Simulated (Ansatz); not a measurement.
An Ansatz input (plane waves, PAW) for CO2 that has something wrong with it:

```yaml
crystal:
  lattice:
    - [-1.9824135382, 1.9824135382, 2.9913663684]
    - [1.9824135382, -1.9824135382, 2.9913663684]
    - [1.9824135382, 1.9824135382, -2.9913663684]
  atoms:
    - { symbol: C, position: [0.0, 0.0, 0.0] }
    - { symbol: C, position: [0.75, 0.25, 0.5] }
    - { symbol: O, position: [0.375, 0.2893122308, 0.4143122308] }
    - { symbol: O, position: [0.7106877692, 0.125, 0.0856877692] }
    - { symbol: O, position: [0.875, 0.9606877692, 0.5856877692] }
    - { symbol: O, position: [0.0393122308, 0.625, 0.9143122308] }
basis:
  ecutwfc: 420
  ecutrho_ratio: 4
kpoints:
  mp_grid: { grid: [10, 10, 10] }
hamiltonian:
  xc: pbe
scf:
  occupations: { method: gaussian, width: 0.05 }
  max_iter: 60
output:
  forces: true
  stress: true
accuracy: 2.5
```

Launched as:
```sh
ansatz run input.yaml --threads 4 --pin off --max-ram 7168MiB --backend cpu --events-out ev --progress --plain --runs-dir out
```

Q: What is wrong with it?

A: A value of the wrong type. Against the sound input: accuracy: 2.5 (the cap on iterations is only a precaution).

What the program printed:

```
Error: YAML parse error: error: line 26 column 1: unknown variant `2.5`, expected one of low, medium, high
  --> <input>:26:1
   |
```

The input was refused before any iteration. Cost: 0.02 s on 4 threads of Arm Neoverse V1 (shared host), peak memory 0.022 GiB. The run before the change (PBE, 420 eV, 10×10×10 mesh) gave:

```tsv
run	P (GPa)	gap on the mesh (eV)	cell moment (μB)	largest force component (eV/Å)
sound	0.0	7.71	–	0.000
```

The chain of runs began from a measured cell (COD), expanded in volume. The relaxation kept the space group but changed the cell's proportions, one axis by 6 % at equal volume, so the results may not describe the measured structure.

Of that run: Kohn–Sham gaps of semilocal functionals lie under measured ones, often by a third or more.
